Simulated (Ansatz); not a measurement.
SnO2 (Cassiterite):

```
CELL_PARAMETERS angstrom
4.73800 0.00000 0.00000
0.00000 4.73800 0.00000
0.00000 0.00000 3.18650
ATOMIC_POSITIONS crystal
Sn 0.50000 0.50000 0.50000
Sn 0.00000 0.00000 0.00000
O 0.80710 0.19290 0.50000
O 0.69290 0.69290 0.00000
O 0.19290 0.80710 0.50000
O 0.30710 0.30710 0.00000
```

* Program: Ansatz 0.2.0
* Task: relaxation of cell and atoms
* Functional: RPBE
* Potentials or basis: Ansatz PAW
* Cutoff: 420 eV (not typed: the program's choice for these potentials)
* k mesh: 6 × 6 × 8
* Occupations: fermi-dirac, width 0.05 eV
* Spin: no spin polarisation

At the start: volume 11.92 Å³/atom.

**Question.** How do energy, volume and symmetry change on relaxing?

**Answer.** It ends after 10 steps and the volume is 12.88 Å³/atom (+8.0 %); space group P4_2/mnm (No. 136, to 0.05 Å).

Step by step:
```
step  energy change (eV)  largest force (eV/Å)  volume (Å³)
   1              0.0000                0.3067        71.53
   2             -0.2158                0.0820        76.59
   3             -0.2154                0.0458        76.89
   4             -0.2164                0.0071        76.92
   5             -0.2164                0.0002        76.93
   6             -0.2515                0.0021        76.93
   7             -0.2508                0.0012        77.26
   8             -0.2523                0.0015        77.26
   9             -0.2522                0.0001        77.28
  10             -0.2524                0.0001        77.28
```

Final structure:
```yaml
crystal:
  lattice:
    - [4.87514, 0.00000, 0.00000]
    - [0.00000, 4.87514, 0.00000]
    - [0.00000, 0.00000, 3.25167]
  atoms:
    - { symbol: Sn, position: [0.50000, 0.50000, 0.50000] }
    - { symbol: Sn, position: [0.00000, 0.00000, 0.00000] }
    - { symbol: O, position: [0.80694, 0.19306, 0.50000] }
    - { symbol: O, position: [0.69306, 0.69306, 0.00000] }
    - { symbol: O, position: [0.19306, 0.80694, 0.50000] }
    - { symbol: O, position: [0.30694, 0.30694, 0.00000] }
```

Caveat: the plane-wave basis is chosen anew once the cell has moved, so the energies of steps on either side of that aren't comparable; the pressure holds a Pulay correction of +0.7 GPa for the finite cutoff; the PAW data sets come from PBE, with cores solved anew for the run's functional, which leaves a small shift of forces and pressure.
